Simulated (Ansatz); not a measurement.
La (simple hexagonal type), DFT, PBE, norm-conserving pseudopotentials, Ansatz's default files, scalar-relativistic (Ansatz 0.2.0), on 1 thread of Arm Neoverse V1 (shared host).

Command: `ansatz run input.yaml --threads 1 --pin off --max-ram 2048MiB --backend cpu --events-out ev --progress --plain --runs-dir out`

```yaml
crystal:
  lattice:
    - [2.6281862592, 0.0, 0.0]
    - [-1.3140931296, 2.2760760664, 0.0]
    - [0.0, 0.0, 2.4706029418]
  atoms:
    - { symbol: La, position: [0.0, 0.0, 0.0] }
kpoints:
  mp_grid: { grid: [12, 12, 11] }
scf:
  occupations: { method: fermi_dirac, width: 0.08 }
hamiltonian:
  xc: pbe
  pseudopotentials: { kind: nc }
output:
  forces: true
  stress: true
  eigenvalues: true
```

Question: How large is the problem that the program sets up?

Answer: 114 irreducible k-points, 1941 plane waves at Γ, 10 bands.

Question: About how long does it take?

Answer: 7.9 s of wall time for 6 SCF iterations. Times on shared machines scatter by tens of per cent.
